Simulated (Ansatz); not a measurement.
# B: the cost of one run

Computed with Ansatz 0.2.0 (DFT PBE, scalar-relativistic, plane waves, PAW, unless a step's input says otherwise).

1 further run of the same task is left out (set aside as unsound or not needed).

## 1. The system as given

The structure is cubic, space group I4_132 (No. 214). The conventional cell has a = 5.428 Å, b = 5.428 Å, c = 5.428 Å, α = 90.00°, β = 90.00°, γ = 90.00°. Around B (site symmetry 222) lie 4 B at 1.66 Å.

Structure file:

```
CELL_PARAMETERS angstrom
-2.71407 2.71407 2.71407
2.71407 -2.71407 2.71407
2.71407 2.71407 -2.71407
ATOMIC_POSITIONS crystal
B 0.62500 0.25000 0.87500
B 0.87500 0.62500 0.25000
B 0.75000 0.62500 0.87500
B 0.25000 0.87500 0.62500
B 0.87500 0.75000 0.62500
B 0.62500 0.87500 0.75000
```

The cell was relaxed beforehand at this level, from a generated guess; it is a trial structure. At a tolerance of 0.05 Å it has space group I4_132 (No. 214); it has 13.33 Å³/atom, an uncorrected energy of +0.86 eV/atom over the standard state.

## 2. Bands, states and charges

File input.yaml:

```yaml
crystal:
  lattice:
    - [-2.7140696704, 2.7140696704, 2.7140696704]
    - [2.7140696704, -2.7140696704, 2.7140696704]
    - [2.7140696704, 2.7140696704, -2.7140696704]
  atoms:
    - { symbol: B, position: [0.625, 0.25, 0.875] }
    - { symbol: B, position: [0.875, 0.625, 0.25] }
    - { symbol: B, position: [0.75, 0.625, 0.875] }
    - { symbol: B, position: [0.25, 0.875, 0.625] }
    - { symbol: B, position: [0.875, 0.75, 0.625] }
    - { symbol: B, position: [0.625, 0.875, 0.75] }
basis:
  ecutwfc: 420
kpoints:
  mp_grid: { grid: [10, 10, 10] }
  band_path:
    path:
      - [[0.0, 0.0, 0.0], [0.5, -0.5, 0.5], [0.0, 0.0, 0.5], [0.0, 0.0, 0.0], [0.25, 0.25, 0.25], [0.5, -0.5, 0.5]]
      - [[0.25, 0.25, 0.25], [0.0, 0.0, 0.5]]
    npoints: 14
hamiltonian:
  xc: pbe
scf:
  occupations: { method: gaussian, width: 0.1 }
  n_extra_bands: 15
output:
  forces: true
  stress: true
  eigenvalues: true
  populations: true
  dos: { projected: true, de: 0.02, nscf_kmesh: { grid: [12, 12, 12] } }
  bader: true
  write_density: true
  write_potential: true
  elf: true
  volumetric_format: npy
```

Started as:

```sh
ansatz run input.yaml --threads 1 --pin off --max-ram 2560MiB --backend cpu --events-out ev --progress --plain --runs-dir out
```

What time and memory should one allow on 1 thread of Arm Neoverse V2, shared host?

About 95 s, with a peak of 0.37 GiB.
